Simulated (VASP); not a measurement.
# Pb (Fm-3m) in VASP: settings compared, part 3 of 3

VASP 6.6.1. The steps go on from the part before.

**5. Single point, PBEsol**

Contents of INCAR:

```
SYSTEM = Pb
PREC     = Accurate       ! precision mode
ENCUT    = 900            ! plane-wave cutoff, eV
EDIFF    = 1E-6           ! SCF threshold, eV
ISMEAR   = 0              ! smearing method
SIGMA    = 0.1            ! smearing width, eV
LREAL    = .FALSE.        ! projectors in reciprocal space
LASPH    = .TRUE.         ! aspherical terms in the spheres
NELM     = 60             ! most SCF steps
ALGO     = Normal         ! electronic algorithm
ISIF     = 2              ! what is computed and relaxed
LWAVE    = .FALSE.        ! write WAVECAR
LCHARG   = .TRUE.         ! write CHGCAR
GGA      = PS             ! functional
LELF     = .TRUE.         ! ELF
LVHAR    = .TRUE.       
NBANDS   = 13             ! bands
```

Contents of KPOINTS:

```
regular mesh
0
G
  14 14 14
  0 0 0
```

Contents of POSCAR:

```
Pb
1.0
    0.0000000000      2.4673600000      2.4673600000
    2.4673600000      0.0000000000      2.4673600000
    2.4673600000      2.4673600000      0.0000000000
Pb
1
Direct
    0.0000000000      0.0000000000      0.0000000000
```

Potentials or basis: VASP PAW PBE potentials, release 64 (Pb_d).

Run with:

```console
$ cat potpaw_PBE.64/Pb_d/POTCAR > POTCAR
$ mpirun -np 1 vasp_std > vasp.out
```

OUTCAR:

```text
SYSTEM = Pb
   PREC = Accurate
   ENCUT = 900
   EDIFF = 1E-6
   ISMEAR = 0
   LREAL = .FALSE.
   LASPH = .TRUE.
   NELM = 60
   ISIF = 2
   GGA = PS

 ion  position               nearest neighbor table
   1  0.000  0.000  0.000-

  LATTYP: Found a face centered cubic cell.
 ALAT       =     4.9347200000

  Lattice vectors:

 A1 = (   0.0000000000,   2.4673600000,   2.4673600000)
 A2 = (   2.4673600000,   0.0000000000,   2.4673600000)
 A3 = (   2.4673600000,   2.4673600000,   0.0000000000)

Analysis of symmetry for initial positions (statically):
=====================================================================
 Subroutine PRICEL returns:
 Original cell was already a primitive cell.

 Routine SETGRP: Setting up the symmetry group for a
 face centered cubic supercell.

 Subroutine GETGRP returns: Found 48 space group operations
 (whereof 48 operations were pure point group operations)
 out of a pool of 48 trial point group operations.

The static configuration has the point symmetry O_h .

Analysis of symmetry for dynamics (positions and initial velocities):
[... 170 lines left out ...]
      3      -9.7886      2.00000
      4      -9.6425      2.00000
      5      -9.6425      2.00000
      6      -4.6269      2.00000
      7      14.6900      0.00000
      8      14.6900      0.00000
      9      14.6900      0.00000
     10      16.9743      0.00000
     11      18.6395      0.00000
     12      19.7526      0.00000
     13      19.7526      0.00000
[... 354 lines left out ...]
  band No.  band energies     occupation
      1      -9.8317      2.00000
      2      -9.7286      2.00000
      3      -9.6992      2.00000
      4      -9.6561      2.00000
      5      -9.5709      2.00000
      6      -3.1776      2.00000
      7       8.4620      0.00000
      8      11.9656      0.00000
      9      12.2257      0.00000
     10      15.6536      0.00000
     11      17.2744      0.00000
     12      21.0526      0.00000
     13      21.6671      0.00000

 [... further k-points ...]

------------------------ aborting loop because EDIFF is reached ----------------------------------------

  FORCE on cell =-STRESS in cart. coord.  units (eV):
  Direction    XX          YY          ZZ          XY          YZ          ZX
  --------------------------------------------------------------------------------------
  -------------------------------------------------------------------------------------
  Total       -0.0016099     -0.0016099     -0.0016099     -0.0000000     -0.0000000      0.0000000
  in kB       -0.0858569     -0.0858569     -0.0858569     -0.0000000     -0.0000000      0.0000000
  external PRESSURE =      -0.0858569 kB  Pullay stress =       0.0000000 kB

 VOLUME and BASIS-vectors are now :
 -----------------------------------------------------------------------------
  energy-cutoff  :      900.00
  volume of cell :       30.04
      direct lattice vectors                 reciprocal lattice vectors
     0.000000000  2.467360000  2.467360000    -0.202645743  0.202645743  0.202645743
     2.467360000  0.000000000  2.467360000     0.202645743 -0.202645743  0.202645743
     2.467360000  2.467360000  0.000000000     0.202645743  0.202645743 -0.202645743

 POSITION                                       TOTAL-FORCE (eV/Angst)
 -----------------------------------------------------------------------------------
      0.00000      0.00000      0.00000         0.000000      0.000000      0.000000
 -----------------------------------------------------------------------------------
    total drift:                               -0.000000      0.000000      0.000000

  FREE ENERGIE OF THE ION-ELECTRON SYSTEM (eV)
  ---------------------------------------------------
  free  energy   TOTEN  =        -4.0038499330 eV

  energy  without entropy=       -4.0017670554  energy(sigma->0) =       -4.00280849
```

OSZICAR:

```text
N       E                     dE             d eps       ncg     rms          rms(c)
DAV:   1     0.127100296942E+03    0.12710E+03   -0.96642E+03  2704   0.187E+03
DAV:   2     0.246284555250E+01   -0.12464E+03   -0.12065E+03  2809   0.385E+02
DAV:   3    -0.386994341148E+01   -0.63328E+01   -0.62977E+01  3313   0.859E+01
DAV:   4    -0.401494895105E+01   -0.14501E+00   -0.14495E+00  3323   0.133E+01
DAV:   5    -0.402118240242E+01   -0.62335E-02   -0.62332E-02  3779   0.264E+00    0.587E-01
DAV:   6    -0.400743554496E+01    0.13747E-01   -0.18485E-02  3452   0.240E+00    0.275E-01
DAV:   7    -0.400406524709E+01    0.33703E-02   -0.71991E-03  3564   0.139E+00    0.906E-02
DAV:   8    -0.400385138329E+01    0.21386E-03   -0.41363E-04  4197   0.339E-01    0.940E-03
DAV:   9    -0.400385002389E+01    0.13594E-05   -0.69360E-06  3539   0.484E-02    0.434E-03
DAV:  10    -0.400384993300E+01    0.90891E-07   -0.55431E-07  2267   0.111E-02
   1 F= -.40038499E+01 E0= -.40028085E+01  d E =-.208288E-02
```

stdout:

```text
POSCAR found type information on POSCAR Pb
 POSCAR found :  1 types and       1 ions
 scaLAPACK will be used
 -----------------------------------------------------------------------------
|                                                                             |
|                                                                             |
|     You enforced a specific xc type in the INCAR file but a different       |
|     I HOPE YOU KNOW WHAT YOU ARE DOING!                                     |
|                                                                             |
 -----------------------------------------------------------------------------

 LDA part: xc-table for (Slater+PW92), standard interpolation
 POSCAR, INCAR and KPOINTS ok, starting setup
 FFT: planning ... GRIDC
 FFT: planning ... GRID_SOFT
 FFT: planning ... GRID
 WAVECAR not read
 entering main loop
```

Run time: 66 s. Hardware: 1 thread of Intel Xeon Platinum 8488C (Sapphire Rapids), shared host; peak memory 0.25 GiB.

Results:

```
Free energy            : -4.0038 eV
Pressure               : 0.0 GPa
Band gap on the k mesh : none (metal or under the smearing width)
```

Caveat: the PAW data sets were made with another functional, which shifts forces and pressure a little. The run has no spin-orbit coupling, so splittings on Pb are missing.

**6. Single point, r2SCAN**

Changes to INCAR since step 5:

```diff
@@ -2,3 +2,3 @@
 PREC     = Accurate       ! precision mode
-ENCUT    = 900            ! plane-wave cutoff, eV
+ENCUT    = 520            ! plane-wave cutoff, eV
 EDIFF    = 1E-6           ! SCF threshold, eV
@@ -13,3 +13,4 @@
 LCHARG   = .TRUE.         ! write CHGCAR
-GGA      = PS             ! functional
+METAGGA  = R2SCAN         ! meta-GGA
+LMIXTAU  = .TRUE.       
 LELF     = .TRUE.         ! ELF
```

KPOINTS is that of step 5.

POSCAR is that of step 5.

Potentials or basis: VASP PAW PBE potentials, release 64 (Pb_d).

Run with:

```console
$ cat potpaw_PBE.64/Pb_d/POTCAR > POTCAR
$ mpirun -np 1 vasp_std > vasp.out
```

Run time: 3.4 min. Hardware: 1 thread of Intel Xeon Platinum 8488C (Sapphire Rapids), shared host; peak memory 0.19 GiB.

Results (log left out):

* Free energy: -56.2777 eV
* Pressure: 1.8 GPa
* Band gap on the k mesh: none (metal or under the smearing width)

Levels at points of the mesh, in eV from the Fermi level:
```tsv
k point	band 5	band 6	band 7	band 8	band 9	band 10
(0.00, 0.00, 0.00)	-17.63	-12.42	7.76	7.76	7.76	10.37
(0.50, 0.00, 0.00)	-17.48	-8.54	-4.48	5.80	5.80	9.92
(0.50, 0.50, 0.00)	-17.45	-7.01	-3.55	2.08	2.08	5.89
```

Caveat: the PAW data sets were made with another functional, which shifts forces and pressure a little. The run has no spin-orbit coupling, so splittings on Pb are missing.

**7. The runs side by side**

```tsv
level	k mesh	cutoff (eV)	smearing	gap on the mesh (eV)	pressure (GPa)
PBEsol	14 × 14 × 14	700	gaussian 0.1 eV	none	0.0
PBEsol	22 × 22 × 22	520	gaussian 0.1 eV	none	-0.1
PBEsol	14 × 14 × 14	520	gaussian 0.5 eV	none	0.0
PBEsol	14 × 14 × 14	900	gaussian 0.1 eV	none	0.0
r2SCAN	14 × 14 × 14	520	gaussian 0.1 eV	none	1.8
```

Alike in all rows: task single point; potentials or basis VASP PAW PBE potentials, release 64 (Pb_d); no spin polarisation; cell as given.

Every run on the cell as given and a fine mesh finds a metal. The pressure there spans -0.1 GPa (PBEsol) to 1.8 GPa (r2SCAN); a positive pressure means that this level wants a larger cell, a negative one a smaller.

Caveats: the PAW data sets were made with another functional, which shifts forces and pressure a little.

Total energies depend on the potentials used, so only differences within one code and one set of settings carry meaning.
